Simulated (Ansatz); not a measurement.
Runs of Ansatz 0.2.0 on MnAs. Symmetry: P6_3/mmc, No. 194, hexagonal system. Conventional cell: a = 3.710 Å, b = 3.710 Å, c = 5.691 Å, α = 90.00°, β = 90.00°, γ = 120.00°. As (site symmetry -6m2) has 6 Mn at 2.57 Å as nearest neighbours. Mn (site symmetry -3m) is surrounded by 6 As at 2.57 Å and 2 Mn at 2.85 Å. 

```tsv
task	level	cell	k mesh	atoms under strain	gap on the mesh (eV)	pressure (GPa)	moment (μB)	relaxed volume (Å³/atom)
elastic constants	LDA	as given	6 × 6 × 4	relaxed	none	-13.4	6.04	-
relaxation of cell and atoms	RPBE+D4	relaxed	8 × 8 × 5	-	-	0.0	(b)	15.00
relaxation of cell and atoms	revPBE+D3(BJ)	relaxed	8 × 8 × 5	-	-	0.0	(a)	14.90
phonons	LDA	as given	6 × 6 × 4	-	none	-	6.04	-
relaxation of cell and atoms	RPBE+D3(BJ)	relaxed	8 × 8 × 5	-	-	0.0	2.93	11.95
```

Alike in all rows: potentials or basis Ansatz PAW; spin collinear, ferromagnetic start; cutoff (eV) 420; smearing fermi-dirac 0.05 eV.

Fill in the values left out.

(a) 5.20; (b) 5.28.

Caveats: only a ferromagnetic start was run, and an antiferromagnetic order may lie lower in energy; the PAW data sets come from PBE, with cores solved anew for the run's functional, which leaves a small shift of forces and pressure; the plane-wave basis is chosen anew once the cell has moved, so the energies of steps on either side of that aren't comparable (some runs); the volume moved by -12 % from the deposited cell, more than functionals usually miss (some runs); the cell is more than 3 GPa from zero pressure, which shifts response properties (some runs); elastic constants of metals need much finer meshes, so these are rough (some runs); the volume moved by over 15 % at a fixed basis, so the end points are rough (some runs).

A k mesh can miss the band edges, and the runs leave out spin-orbit coupling on As.

A gap of «none» marks a metal or a gap under the smearing width.

Runs at the PBE level aren't shown here.
